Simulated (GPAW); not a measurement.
# SnTe (Fm-3m) in GPAW: single point with PBE0

Aim: the single point of SnTe with PBE0.

All numbers are computed with GPAW 26.7.0; they aren't measurements. Logs are shortened: lines on timing, memory, paths and dates and some standing lists are left out, and cuts for length are marked. The log counts tension as positive stress, the text compression.

**The experiment to reproduce.**

From a printed reference work, textbook, for a bulk crystal of SnTe at 300 K: band gap 0.18 eV (direct).

The results are compared with them further down.

## 1. The crystal as given

Symmetry: Fm-3m, No. 225, cubic system. The conventional cell has a = 6.302 Å, b = 6.302 Å, c = 6.302 Å, α = 90.00°, β = 90.00°, γ = 90.00°. Te (site symmetry m-3m) is surrounded by 6 Sn at 3.15 Å. Around Sn (site symmetry m-3m) lie 6 Te at 3.15 Å.

## 2. Single point, PBE0

File run.py:

```python
from ase import Atoms
from ase.dft.bandgap import bandgap
from ase.io import write
from ase.parallel import parprint
from gpaw import GPAW, PW

atoms = Atoms(['Te', 'Sn'],
              cell=[[0.0, 3.15085, 3.15085],
                    [3.15085, 0.0, 3.15085],
                    [3.15085, 3.15085, 0.0]],
              scaled_positions=[[0.5, 0.5, 0.5],
                                [0.0, 0.0, 0.0]],
              pbc=True)

calc = GPAW(mode=PW(450),
            xc='PBE0',
            kpts={'size': (6, 6, 6), 'gamma': True},
            occupations={'name': 'fermi-dirac', 'width': 0.05},
            nbands=15,
            convergence={'density': 1e-05, 'energy': 1e-05},
            maxiter=60,
            txt='gpaw.txt')
atoms.calc = calc
energy = atoms.get_potential_energy()
forces = atoms.get_forces()
calc.write('gs.gpw')
write('result.traj', atoms)
parprint(f'Energy: {energy:.6f} eV')
parprint('Forces (eV/A):')
parprint(forces.round(4))
parprint('Fermi level:', round(calc.get_fermi_level(), 4), 'eV')
parprint(f'Gap: {bandgap(calc)[0]:.4f} eV, direct: {bandgap(calc, direct=True)[0]:.4f} eV')
```

Potentials or basis: GPAW PAW data sets (gpaw-data 1.2.1), pw.

Command:

```console
OMP_NUM_THREADS=1 mpirun -n 8 gpaw python run.py
```

gpaw.txt:

```text
__  _  _
 | _ |_)|_||  |
 |__||  | ||/\| - 26.7.0

Input parameters:
  mode=PW(ecut=450.00000000000006),
  convergence={'density': 1e-05, 'energy': 1e-05},
  kpts=MonkhorstPack(size=(6, 6, 6), gamma=True),
  maxiter=60,
  nbands=15,
  occupations=Occupations(name='fermi-dirac', width=0.05),
  xc=XC(name='PBE0')

Diagonalizing LCAO Hamiltonian
Converting LCAO to pw mode

                 Te

       Sn

Atoms  # Å, Bohr magnetons
|   | symbol |        x |        y |        z |    initial magnetic moments |
|---|--------|----------|----------|----------|-----------------------------|
| 0 |     Te | 3.150850 | 3.150850 | 3.150850 | ( 0.0000,  0.0000,  0.0000) |
| 1 |     Sn | 0.000000 | 0.000000 | 0.000000 | ( 0.0000,  0.0000,  0.0000) |

Unit cell  # Å
| periodic |        x |        y |        z |  lengths |    angles |
|----------|----------|----------|----------|----------|-----------|
|      yes | 0.000000 | 3.150850 | 3.150850 | 4.455975 | 60.000000 |
|      yes | 3.150850 | 0.000000 | 3.150850 | 4.455975 | 60.000000 |
|      yes | 3.150850 | 3.150850 | 0.000000 | 4.455975 | 60.000000 |

Number of symmetries: 48
Symmetry operations  # r_c * U_cc + t_c -> r_c
|    | kind |            matrix            |
|----|------|------------------------------|
|  0 |  σ   |  1, 0, 0,  1, 0,-1,  1,-1, 0 |
|  1 |  C2  |  1, 0, 0,  1,-1, 0,  1, 0,-1 |
|  2 |  E   |  1, 0, 0,  0, 1, 0,  0, 0, 1 |
|  3 |  σ   |  1, 0, 0,  0, 0, 1,  0, 1, 0 |
|  4 |  C4  |  1, 0,-1,  1, 0, 0,  1,-1, 0 |
|  5 |  S6  |  1, 0,-1,  1,-1, 0,  1, 0, 0 |
|  6 |  σ   |  1, 0,-1,  0, 1,-1,  0, 0,-1 |
|  7 |  C3  |  1, 0,-1,  0, 0,-1,  0, 1,-1 |
|  8 |  S6  |  1,-1, 0,  1, 0, 0,  1, 0,-1 |
|  9 |  C4  |  1,-1, 0,  1, 0,-1,  1, 0, 0 |
| 10 |  C3  |  1,-1, 0,  0,-1, 1,  0,-1, 0 |
| 11 |  σ   |  1,-1, 0,  0,-1, 0,  0,-1, 1 |
| 12 |  σ   |  0, 1, 0,  1, 0, 0,  0, 0, 1 |
| 13 |  C4  |  0, 1, 0,  0, 1,-1, -1, 1, 0 |
| 14 |  C3  |  0, 1, 0,  0, 0, 1,  1, 0, 0 |
| 15 |  S6  |  0, 1, 0, -1, 1, 0,  0, 1,-1 |
| 16 |  C2  |  0, 1,-1,  1, 0,-1,  0, 0,-1 |
| 17 |  σ   |  0, 1,-1,  0, 1, 0, -1, 1, 0 |
| 18 |  S4  |  0, 1,-1,  0, 0,-1,  1, 0,-1 |
| 19 |  C4  |  0, 1,-1, -1, 1, 0,  0, 1, 0 |
| 20 |  C3  |  0, 0, 1,  1, 0, 0,  0, 1, 0 |
| 21 |  σ   |  0, 0, 1,  0, 1, 0,  1, 0, 0 |
| 22 |  S6  |  0, 0, 1,  0,-1, 1, -1, 0, 1 |
| 23 |  C4  |  0, 0, 1, -1, 0, 1,  0,-1, 1 |
| 24 |  S4  |  0, 0,-1,  1, 0,-1,  0, 1,-1 |
| 25 |  C3  |  0, 0,-1,  0, 1,-1,  1, 0,-1 |
| 26 |  C2  |  0, 0,-1,  0,-1, 0, -1, 0, 0 |
| 27 |  S6  |  0, 0,-1, -1, 0, 0,  0,-1, 0 |
| 28 |  S4  |  0,-1, 1,  1,-1, 0,  0,-1, 0 |
| 29 |  C4  |  0,-1, 1,  0, 0, 1, -1, 0, 1 |
| 30 |  C2  |  0,-1, 1,  0,-1, 0,  1,-1, 0 |
| 31 |  σ   |  0,-1, 1, -1, 0, 1,  0, 0, 1 |
| 32 |  C3  |  0,-1, 0,  1,-1, 0,  0,-1, 1 |
| 33 |  S6  |  0,-1, 0,  0, 0,-1, -1, 0, 0 |
| 34 |  S4  |  0,-1, 0,  0,-1, 1,  1,-1, 0 |
| 35 |  C2  |  0,-1, 0, -1, 0, 0,  0, 0,-1 |
| 36 |  C2  | -1, 1, 0,  0, 1, 0,  0, 1,-1 |
| 37 |  S6  | -1, 1, 0,  0, 1,-1,  0, 1, 0 |
| 38 |  S4  | -1, 1, 0, -1, 0, 1, -1, 0, 0 |
| 39 |  C3  | -1, 1, 0, -1, 0, 0, -1, 0, 1 |
| 40 |  S6  | -1, 0, 1,  0, 0, 1,  0,-1, 1 |
| 41 |  C2  | -1, 0, 1,  0,-1, 1,  0, 0, 1 |
| 42 |  C3  | -1, 0, 1, -1, 1, 0, -1, 0, 0 |
| 43 |  S4  | -1, 0, 1, -1, 0, 0, -1, 1, 0 |
| 44 |  C2  | -1, 0, 0,  0, 0,-1,  0,-1, 0 |
| 45 |  i   | -1, 0, 0,  0,-1, 0,  0, 0,-1 |
| 46 |  σ   | -1, 0, 0, -1, 1, 0, -1, 0, 1 |
| 47 |  C2  | -1, 0, 0, -1, 0, 1, -1, 1, 0 |

BZ-sampling:
  Number of BZ points: 216
  Number of IBZ points: 16

  Monkhorst-Pack size: [6, 6, 6]
  Monkhorst-Pack shift: [0.08333333333333333, 0.08333333333333333, 0.08333333333333333]

K-points  # in reciprocal-cell coordinates
|     |                                coordinates |     weight |
|-----|--------------------------------------------|------------|
|   0 | (  0.00000000,   0.00000000,   0.00000000) | 0.00462963 |
|   1 | (  0.16666667,   0.16666667,   0.00000000) | 0.02777778 |
|   2 | (  0.16666667,   0.16666667,   0.16666667) | 0.03703704 |
|   3 | (  0.33333333,   0.16666667,   0.16666667) | 0.05555556 |
|   4 | (  0.33333333,   0.33333333,  -0.33333333) | 0.05555556 |
|   5 | (  0.33333333,   0.33333333,   0.00000000) | 0.02777778 |
|   6 | (  0.33333333,   0.33333333,   0.16666667) | 0.11111111 |
|   7 | (  0.33333333,   0.33333333,   0.33333333) | 0.03703704 |
|   8 | (  0.50000000,   0.33333333,  -0.33333333) | 0.11111111 |
|   9 | (  0.50000000,   0.33333333,  -0.16666667) | 0.05555556 |
| ... |                                            |            |
|  15 | (  0.50000000,   0.50000000,   0.50000000) | 0.01851852 |

Plane wave coefficients: 1380
Cutoff: 450.00000000000006 eV

Spin-components: 1 (collinear spins)
Bands:           15
Projectors:      11
Spin-degeneracy: 2
Datatype:        complex128

Parallelization:
  kpt:    8
  domain: 1
  band:   1

Density:
  Valence electrons: 20.0
  Components: 1
  Grid points: [24 24 24]
  Charge: 0.0  # |e|

Potential:
  Grid points: [24 24 24]

species:
  Te:
    name:    Tellurium
    Z:       52.0
    valence: 6
    core:    46
    charge:  0.0  # [|e|]
    compensation charges:
      type: gauss
      rc: 0.36  # [Å]
      lmax: 2
    cutoffs:
      filter: 2.09  # [Å]
      core: 3.17  # [Å]
    projectors
    | kind |    occ | energy [eV] | rcut [Å] |
    |------|--------|-------------|----------|
    |   5s |  2.000 |     -15.089 |    1.180 |
    |   5p |  4.000 |      -5.955 |    1.196 |
    |    s |        |      12.123 |    1.180 |
    |    p |        |      21.256 |    1.196 |
    |    d |        |       0.000 |    1.238 |

    Using partial waves for Te as LCAO basis

  Sn:
    name:    Tin
    Z:       50.0
    valence: 14
    core:    36
    charge:  0.0  # [|e|]
    compensation charges:
      type: gauss
      rc: 0.38  # [Å]
      lmax: 2
    cutoffs:
      filter: 2.23  # [Å]
      core: 2.35  # [Å]
    projectors
    | kind |    occ | energy [eV] | rcut [Å] |
    |------|--------|-------------|----------|
    |   5s |  2.000 |     -10.538 |    1.201 |
    |   5p |  2.000 |      -3.696 |    1.270 |
    |   4d | 10.000 |     -25.845 |    1.185 |
    |    s |        |      16.674 |    1.201 |
    |    p |        |      23.515 |    1.270 |
    |    d |        |       1.367 |    1.185 |

    Using partial waves for Sn as LCAO basis

Reference energy: -352801.376741  # eV

eigensolver:
  PPCG
  Converge bands: occupied
  niter=2

density mixing:
  MSR1-Mixer
  Pratt-step length: 0.05
  Maximum mixing coefficient: 0.75
  Old densities: 10
  SVD Regularization: 0.005
  Good broyden scale: 1.0
  Trust region scale: 1.0
  Backstep threshold: 4.0
  History deletion threshold: 6.0
  Fourier metric: weight=20.0, sigma=0.015

occupation numbers:
  Fermi-Dirac:
    width: 0.0500  # eV

poisson solver:
  ecut: 3600.0000000000005  # eV

xc functional:
  name: HYB_GGA_XC_PBEH with 2 nearest neighbor stencil

convergence criteria:
- Maximum integral of absolute [dens]ity change: 1e-05 electrons / valence electron
- Maximum [total energy] change in last 3 cyles: 1e-05 eV / valence electron
- Maximum integral of absolute [eigenst]ate change: 4e-08 eV^2 / valence electron
maximum number of iterations: 60

IBZ(<points: 16, symmetries: 48>)
Occupied bands: 13
SCF iterations
|iter     | |      energy | eigst |  dens |
|---------|-|-------------|-------|-------|
|iter:   1| |-2296.271746 | +0.05 |       |
|iter:   2| |  -14.614329 | -0.68 | -0.98 |
|iter:   3| |  -14.828940 | -1.78 | -1.32 |
|iter:   4| |  -14.800313 | -2.82 | -1.43 |
|iter:   5| |  -14.795047 | -2.95 | -1.59 |
|iter:   6| |  -14.799155 | -3.29 | -1.83 |
|iter:   7| |  -14.793019 | -3.85 | -2.14 |
|iter:   8| |  -14.793343 | -4.47 | -2.67 |
|iter:   9| |  -14.793405 | -5.58 | -3.25 |
|iter:  10| |  -14.793404c| -6.01 | -3.41 |
|iter:  11| |  -14.793399c| -6.99 | -3.43 |
|iter:  12| |  -14.793390c| -6.41 | -3.62 |
|iter:  13| |  -14.793392c| -7.10 | -4.14 |
|iter:  14| |  -14.793392c| -7.64c| -4.11 |
|iter:  15| |  -14.793392c| -8.60c| -4.60 |
|iter:  16| |  -14.793392c| -9.08c| -5.41c|

Converged in 16 steps
Energy contributions relative to reference atoms: (reference = -352801.376741)

Energy contributions:
  Kinetic:          12.069386
  Coulomb:         -11.369376
  Zero:             -0.367392
  External:          0.000000
  Xc:             2270.767083
  Entropy:          -0.000069
  Spinorbit:         0.000000
  Hybrid_Xc_Cc:     -2183.129769
  Hybrid_Xc_Vc:       -50.268793
  Hybrid_Xc_Vv:       -52.494496
  ----------------------------
  Free energy:     -14.793427
  Extrapolated:    -14.793392

dipole moment: (-21.240656, -21.240656, -21.240656)  # |e|*Ang

Fermi level: 6.555
Eigenvalues  # (at kpt = [0.000, 0.000, 0.000])
| band index |      eig [eV] | occ [0-2] |
|------------|---------------|-----------|
|          0 |       -18.327 |     2.000 |
|        ... |               |           |
|          2 |       -18.312 |     2.000 |
|          3 |       -18.312 |     2.000 |
|          4 |       -18.312 |     2.000 |
|          5 |        -8.324 |     2.000 |
|          6 |         0.965 |     2.000 |
|          7 |         3.476 |     2.000 |
|          8 |         3.476 |     2.000 |
|          9 |         3.476 |     2.000 |
|         10 |        10.611 |     0.000 |
|         11 |        10.611 |     0.000 |
|         12 |        10.611 |     0.000 |
|         13 |        11.903 |     0.000 |
|         14 |        11.903 |     0.000 |

Gap: 0.591 eV
Transition (v -> c):
  (s=0, k=15, n=9, [0.50, 0.50, 0.50]) -> (s=0, k=15, n=10, [0.50, 0.50, 0.50])
No difference between direct/indirect transitions

Forces  # eV/Ang
|        x |       y |       z |
|----------|---------|---------|
| -0.00000 | 0.00000 | 0.00000 |  # Te   0
|  0.00000 | 0.00000 | 0.00000 |  # Sn   1

# Writing to gs.gpw (mode='')
```

Wall time 40 min (8 MPI ranks of Intel Xeon Platinum 8488C (Sapphire Rapids), shared host); peak memory 0.31 GiB.

Results:

- Free energy: -14.7934 eV
- Band gap on the k mesh: 0.59 eV, direct

Caveat: the PAW data sets were made with another functional, which shifts forces and pressure a little; spin-orbit coupling is left out, which moves the levels of the heavy elements.

## 3. How close it comes

Step 2. Measured gap of SnTe: 0.18 eV (direct; 300 K; a printed reference work, textbook). This calculation gives 0.59 eV (+0.41 eV). Spin-orbit coupling on Sn, Te is left out. The value is that of PBE0 on a finite k mesh, which can miss the band edges, without temperature or zero-point motion.
